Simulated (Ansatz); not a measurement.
# Lower states of Co: further starts and searches

Aim: test whether Co has a self-consistent state below the best one that plain SCF starts reached, by the runs listed below. We look at Co: the measured crystal structure (space group Fm-3m, primitive cell doubled), with 2 atoms per cell. Source: COD entry 9011619, which need not be the ambient phase.

Program: Ansatz 0.2.0. Level of theory: DFT PBE, PAW, plane waves, scalar-relativistic. These are calculated values, not measurements.

## 1. The system as given

The structure is cubic, space group Fm-3m (No. 225). The conventional cell has a = 3.573 Å, b = 3.573 Å, c = 3.573 Å, α = 90.00°, β = 90.00°, γ = 90.00°. Co (site symmetry m-3m) has 12 Co at 2.53 Å as nearest neighbours.

As a file:

```
Co
1.0
     0.00000    3.57300    3.57300
     1.78650    0.00000    1.78650
     1.78650    1.78650    0.00000
Co
2
Direct
  0.00000 0.00000 0.00000
  0.50000 0.00000 0.00000
```

Atoms are counted from 1 in the order of input.yaml (Co2 and so on).

Known so far: 8 plain starts ended in 3 states. The lowest came from “spin on, no moments given (the program may seed its own), plain SCF”: ferromagnetic, site moments Co1 1.74, Co2 1.74 μB, total 3.34 μB per cell, no gap on the k-mesh, free energy -10252.2560 eV.

Runs to come: parallel moments, default search for lower states; opposed moments +-, default search for lower states; the moments typed in its input, symmetry off, plain SCF; the moments typed in its input, standard search for lower states.

A plain SCF has the search for lower states switched off and ends at the first converged state. The default search lets the program follow hints of a lower state (another filling of open shells, a soft direction), where it sees any. The standard and full searches may also try other magnetic orders and fillings, and need not reach the lowest state. With a search on, the program may also reshape the start on open shells. Ends within 0.2 meV/atom and 0.1 μB count as one state.

Site moments are integrals over atomic spheres and don't add up to the total.

## 2. Parallel moments, default search for lower states

The input, input.yaml:

```yaml
crystal:
  lattice:
    - [0.0, 3.573, 3.573]
    - [1.7865, 0.0, 1.7865]
    - [1.7865, 1.7865, 0.0]
  atoms:
    - { symbol: Co, position: [0.0, 0.0, 0.0], spin: 3.0 }
    - { symbol: Co, position: [0.5, 0.0, 0.0], spin: 3.0 }
magnetization:
  spin_polarized: true
hamiltonian:
  xc: pbe
  pseudopotentials: { kind: paw }
basis:
  ecutwfc: 420
kpoints:
  mp_grid: { grid: [7, 13, 13] }
scf:
  occupations: { method: fermi_dirac, width: 0.05 }
output:
  forces: true
  stress: true
```

Standard output (excerpt; [...] marks lines left out):

```text
Warning: crystal.symmetry: narrowed to the stabiliser of the k-point mesh — unitary ops 24 → 8; excluded 16 operations that carry a point of the 7×13×13 mesh (shift [0, 0, 0]) off the mesh (the run samples exactly the mesh kpoints.mp_grid names, as under crystal.symmetry.detect: false, [...]
Pseudopotentials: kind: paw
Pseudopotential: Co, paw, valence charge 17, recommended cutoff 420 eV (normal), Co.paw.azcp
Functional definition: PBE
[...]
Crystal: 2 atoms, lattice volume = 22.807 Å³
Basis set: ecut = 420 eV, 457 PW (Γ), exchange–correlation on 72×36×36 points (8 copies of the dense FFT grid, shifted against one another)
Bands: 24, of which v1, the nominal top of the filled ones, is band 17 counted from 1 (16 counted from 0)
Symmetry: 8 space group operations
k-points: 322 of 1183
[...]
Starting moments: Σ|m| = 6 μB on 2 of 2 sites
[...]
SCF iter   1: F=—  HF=-10251.913293 eV  |F-HF|=—  |Δ(HF+E_count)|=         —  Δρ=1.60e-1 (↑1.60e-1 ↓5.76e-2)  dr2=2.03e0  dr2_m=2.24e0  M=3.841 μB ∫|m|=3.997 μB  β_m=0.30  ethr=3.10e-3  ⟨swp⟩=5.6  Hψ=58286  notcnv=0
[...]
SCF iter  10: F=-10252.256024 eV  HF=-10252.256024 eV  |F-HF|=9.09e-12  |Δ(HF+E_count)|=   3.47e-9  Δρ=1.13e-6 (↑7.07e-7 ↓1.13e-6)  dr2=9.19e-11  dr2_m=1.54e-10  M=3.340 μB ∫|m|=3.658 μB  ethr=7.23e-12  ⟨swp⟩=1.3  Hψ=45062  notcnv=0
[...]
SCF converged after 10 iterations
Magnetization: 3.3404 μB (18.6702 up, 15.3298 down)
Absolute magnetization: 3.6588 μB (∫|ρ↑−ρ↓|, with the PAW one-centre terms)
Spin contamination: 0.0570 ħ² per cell (⟨S²⟩ above its minimum at these occupations)
Per-site moments (μB) at R_I (Å): [(1.7428396556565355, 1.0421781682865578), (1.7428396556565358, 1.0421781682865578)]
Free energy (F): -10252.256024 eV
[...]
E sigma→0 (E₀):  -10252.246141 eV
Entropy (-TS):   -0.019768 eV (-9.884 meV/atom)
Fermi energy:    17.728525 eV
[... 24 lines left out: energy terms, forces, stress ...]
```

It took 11 s on 2 threads of an x86-64 CPU, shared host; peak memory 0.6 GiB.

Nothing new: the 10 iterations lead to the state found in step 1 (ferromagnetic).

## 3. Opposed moments +-, default search for lower states

input.yaml: that of step 2 with these lines changed.

```diff
@@ -7,3 +7,3 @@
     - { symbol: Co, position: [0.0, 0.0, 0.0], spin: 3.0 }
-    - { symbol: Co, position: [0.5, 0.0, 0.0], spin: 3.0 }
+    - { symbol: Co, position: [0.5, 0.0, 0.0], spin: -3.0 }
 magnetization:
```

Standard output (excerpt; [...] marks lines left out):

```text
Warning: crystal.symmetry: narrowed to the stabiliser of the k-point mesh — unitary ops 12 → 4; excluded 8 operations that carry a point of the 7×13×13 mesh (shift [0, 0, 0]) off the mesh (the run samples exactly the mesh kpoints.mp_grid names, as under crystal.symmetry.detect: false, and [...]
[... 11 lines as in an earlier run ...]
Symmetry: 4 space group operations
[... 5 lines as in an earlier run ...]
Starting moments: Σ|m| = 6 μB on 2 of 2 sites
[... 2 lines as in an earlier run ...]
spin-down is spin-up translated by (0.5, 0, 0): one eigenproblem is solved per k-point and the antiferromagnetic symmetry of the starting moments is kept exactly by this SCF (crystal.symmetry.spin_inversion_symmetry: false solves both channels; [...]
SCF iter   1: F=—  HF=-10251.908599 eV  |F-HF|=—  |Δ(HF+E_count)|=         —  Δρ=1.74e-1 (↑1.74e-1 ↓1.74e-1)  dr2=2.22e0  dr2_m=5.43e0  M=0.000 μB ∫|m|=3.296 μB  β_m=0.30  ethr=3.10e-3  ⟨swp⟩=5.4  Hψ=29382  notcnv=0  defer=83
[...]
Starting moments: Σ|m| = 6 μB on 2 of 2 sites; this step starts from the density that it was given
[...]
WARN: the starting moments were not kept: 1 of 2 ended reversed and 1 kept their direction, counting a site from 0.1 of the cell's largest site moment. The largest reversed, site 0 (counted from 0, in the order of the report's site_moments_mub), started with +3.0 μB and closes at -1.7e0 [...]
no probe read this state for a lower one beside it (scf.lower_state_search): an SCF that set out along what the orbitals read of the open shells (or to have them read: on a GPU, or by another smearing), or from atoms, led to it (look_outside_group), and dielectric_reading bears what that [...]
SCF converged after 3 iterations
Magnetization: -3.3404 μB (15.3298 up, 18.6702 down)
Absolute magnetization: 3.6588 μB (∫|ρ↑−ρ↓|, with the PAW one-centre terms)
Spin contamination: 0.0570 ħ² per cell (⟨S²⟩ above its minimum at these occupations)
Per-site moments (μB) at R_I (Å): [(-1.7428380607880634, 1.0421781682865578), (-1.7428379509527792, 1.0421781682865578)]
Free energy (F): -10252.256024 eV
[...]
E sigma→0 (E₀):  -10252.246141 eV
Entropy (-TS):   -0.019768 eV (-9.884 meV/atom)
Fermi energy:    17.728525 eV
[... 29 lines left out: energy terms, forces, stress, bands ...]
```

Run time: 2 min. Hardware: 2 threads of an x86-64 CPU, shared host; peak memory 1.4 GiB.

Nothing new: the 27 iterations lead to the state found in step 1 (ferromagnetic).

## 4. The moments typed in its input, symmetry off, plain SCF

input.yaml: that of step 3 with these lines changed.

```diff
@@ -8,2 +8,3 @@
     - { symbol: Co, position: [0.5, 0.0, 0.0], spin: -3.0 }
+  symmetry: { detect: false, time_reversal: true }
 magnetization:
@@ -19,2 +20,3 @@
   occupations: { method: fermi_dirac, width: 0.05 }
+  lower_state_search: "off"
 output:
```

Standard output (excerpt; [...] marks lines left out):

```text
[... 11 lines as in an earlier run ...]
Symmetry: 1 space group operations
k-points: 592 of 1183 (time reversal used)
[... 4 lines as in an earlier run ...]
Starting moments: Σ|m| = 6 μB on 2 of 2 sites
[... 2 lines as in an earlier run ...]
[...]
SCF iter   1: F=—  HF=-10251.266702 eV  |F-HF|=—  |Δ(HF+E_count)|=         —  Δρ=1.14e-1 (↑1.14e-1 ↓1.14e-1)  dr2=3.50e-1  dr2_m=2.55e0  M=0.000 μB ∫|m|=3.945 μB  β_m=0.30  ethr=1.03e-3  ⟨swp⟩=1.4  Hψ=146238  notcnv=0
[...]
spin-set hold released at iteration 1 (the charge has settled, or the pull on large starting moments outlasts its swing): the magnetisation degrees of freedom join the quasi-Newton model from the next iteration; the mixer history was flushed
[...]
SCF converged after 26 iterations
Magnetization: -0.0002 μB (16.9999 up, 17.0001 down)
Absolute magnetization: 2.5019 μB (∫|ρ↑−ρ↓|, with the PAW one-centre terms)
Spin contamination: 0.9644 ħ² per cell (⟨S²⟩ above its minimum at these occupations)
Per-site moments (μB) at R_I (Å): [(1.2228467146428106, 1.0421781682865578), (-1.2230571754402795, 1.0421781682865578)]
Free energy (F): -10251.821662 eV
[...]
E sigma→0 (E₀):  -10251.803850 eV
Entropy (-TS):   -0.035624 eV (-17.812 meV/atom)
Fermi energy:    17.576613 eV
[...]
--- Forces (eV/Å), atoms counted from 1 ---
  atom   1  Co     0.00000476    -0.00000476    -0.00000476
  atom   2  Co    -0.00000470     0.00000471     0.00000471
[...]
--- Stress (GPa, compression-positive) ---
      -13.139846      -1.778742      -1.778742
       -1.778743     -12.940508       1.732112
       -1.778743       1.732112     -12.940508
  P = ⅓ Tr σ = -13.0070 GPa (-130.070 kbar)
```

It took 78 s on 2 threads of an x86-64 CPU, shared host; peak memory 0.89 GiB.

End: antiferromagnetic (magnetic neighbours of Co2 with a moment over 0.3 of its own that point the other way: 6 of 12 at 2.53 Å, 6 of 6 at 3.57 Å), site moments Co1 1.22, Co2 -1.22 μB, total 0.00 μB per cell, no gap on the k-mesh. Against step 1, the lowest until now, it is 217 meV/atom higher. The program's check reads this end as a saddle point, not a minimum.

## 5. The moments typed in its input, standard search for lower states

input.yaml: that of step 4 with these lines changed.

```diff
@@ -8,3 +8,2 @@
     - { symbol: Co, position: [0.5, 0.0, 0.0], spin: -3.0 }
-  symmetry: { detect: false, time_reversal: true }
 magnetization:
@@ -20,3 +19,3 @@
   occupations: { method: fermi_dirac, width: 0.05 }
-  lower_state_search: "off"
+  lower_state_search: standard
 output:
```

Standard output (excerpt; [...] marks lines left out):

```text
[... 1 line as in an earlier run ...]
the run goes by scf.lower_state_search standard: where its kind and settings allow, a search for a lower-energy state can add stability tests and further SCF calculations, which can take several times, in some runs tens of times, as long as the SCF (see the manual's entry of the key); [...]
[... 17 lines as in an earlier run ...]
Starting moments: Σ|m| = 6 μB on 2 of 2 sites
[... 3 lines as in an earlier run ...]
SCF iter   1: F=—  HF=-10251.908599 eV  |F-HF|=—  |Δ(HF+E_count)|=         —  Δρ=1.74e-1 (↑1.74e-1 ↓1.74e-1)  dr2=2.22e0  dr2_m=5.43e0  M=0.000 μB ∫|m|=3.296 μB  β_m=0.30  ethr=3.10e-3  ⟨swp⟩=5.4  Hψ=29382  notcnv=0  defer=83
[...]
Starting moments: Σ|m| = 6 μB on 2 of 2 sites; this step starts from the density that it was given
[...]
[... 1 line as in an earlier run ...]
[...]
[... 1 line as in an earlier run ...]
[...]
[... 1 line as in an earlier run ...]
[...]
[... 1 line as in an earlier run ...]
[...]
[... 1 line as in an earlier run ...]
[...]
SCF iter   3: F=-10252.256024 eV  HF=-10252.256024 eV  |F-HF|=5.46e-12  |Δ(HF+E_count)|=   4.33e-9  Δρ=3.11e-7 (↑3.11e-7 ↓1.96e-7)  dr2=1.50e-11  dr2_m=8.41e-12  M=-3.340 μB ∫|m|=3.658 μB  ethr=6.98e-12  ⟨swp⟩=1.4  Hψ=38118  notcnv=0
[...]
[... 2 lines as in an earlier run ...]
SCF converged after 3 iterations
Magnetization: -3.3404 μB (15.3298 up, 18.6702 down)
Absolute magnetization: 3.6588 μB (∫|ρ↑−ρ↓|, with the PAW one-centre terms)
Spin contamination: 0.0570 ħ² per cell (⟨S²⟩ above its minimum at these occupations)
Per-site moments (μB) at R_I (Å): [(-1.7428380607880634, 1.0421781682865578), (-1.7428379509527792, 1.0421781682865578)]
Free energy (F): -10252.256024 eV
[...]
E sigma→0 (E₀):  -10252.246141 eV
Entropy (-TS):   -0.019768 eV (-9.884 meV/atom)
Fermi energy:    17.728525 eV
[... 29 lines left out: energy terms, forces, stress, bands ...]
```

Run time: 2.4 min. Hardware: 2 threads of an x86-64 CPU, shared host; peak memory 1.4 GiB.

Nothing new: the 27 iterations lead to the state found in step 1 (ferromagnetic).

## 6. The runs side by side

| step | iterations | state | moments of Co1 Co2 (μB) | total (μB) | gap (eV) | pressure (GPa) | above lowest (meV/atom) |
| --- | --- | --- | --- | --- | --- | --- | --- |
| 1 | 10 | 1 | 1.74 1.74 | 3.34 | none | -8.6 | 0.0 |
| 2 | 10 | 1 | 1.74 1.74 | 3.34 | none | -8.6 | 0.0 |
| 3 | 27 | 1 | -1.74 -1.74 | -3.34 | none | -8.6 | 0.0 |
| 4 | 26 | 2 | 1.22 -1.22 | 0.00 | none | -13.0 | 217 |
| 5 | 27 | 1 | -1.74 -1.74 | -3.34 | none | -8.6 | 0.0 |

States are numbered from the lowest. Starts by step: 2 parallel moments, default search for lower states; 3 opposed moments +-, default search for lower states; 4 the moments typed in its input, symmetry off, plain SCF; 5 the moments typed in its input, standard search for lower states. Step 1 is the best of the earlier plain starts.

The 4 runs of this session took 5.9 min in all, from 11 s to 2.4 min each.

Decimal logarithm of the largest residual (eV) by iteration, counted through all cycles of a run:

| iteration | step 2 | step 3 | step 4 | step 5 |
| --- | --- | --- | --- | --- |
| 1 | 0.4 | 0.7 | 0.4 | 0.7 |
| 2 | 0.1 | 0.4 | 0.2 | 0.4 |
| 3 | -0.5 | 0.0 | 0.4 | 0.0 |
| 4 | -1.4 | -1.4 | -1.4 | -1.4 |
| 5 | -1.7 | -3.1 | -1.4 | -3.1 |
| 6 | -2.8 | -3.0 | 1.2 | -3.0 |
| 8 | -5.6 | -5.8 | -3.3 | -5.8 |
| 10 | -9.8 | -8.6 | -4.3 | -8.6 |
| 13 | - | -2.6 | -5.4 | -2.6 |
| 15 | - | -7.7 | -4.8 | -7.7 |
| 18 | - | -4.8 | -4.8 | -4.8 |
| 20 | - | -4.4 | -4.7 | -4.4 |
| 22 | - | -6.6 | -5.3 | -6.6 |
| 25 | - | -8.6 | -6.3 | -8.6 |
| 27 | - | -10.8 | - | -10.8 |

## 7. Results

| quantity | value |
| --- | --- |
| distinct states | 2 from 5 converged runs, the best start of step 1 counted |
| lowest state | ferromagnetic |
| its moments | Co1 -1.74, Co2 -1.74 μB |
| total moment | -3.34 μB per cell |
| gap on the k-mesh | none |
| pressure | -8.6 GPa |
| largest force | 0.000 eV/Å |
| next state | antiferromagnetic, 217 meV/atom higher |

What this shows: Nothing lower turns up: the best plain start stands. The 5 converged runs end in 2 distinct states. The best antiferromagnetic state lies 217 meV/atom above the best ferromagnetic one. These are lowest states among those tried, not proven ground states. State 2 reads as a saddle point, which a small push may leave. The mesh has less symmetry than the lattice, which lowers the symmetry of the run.
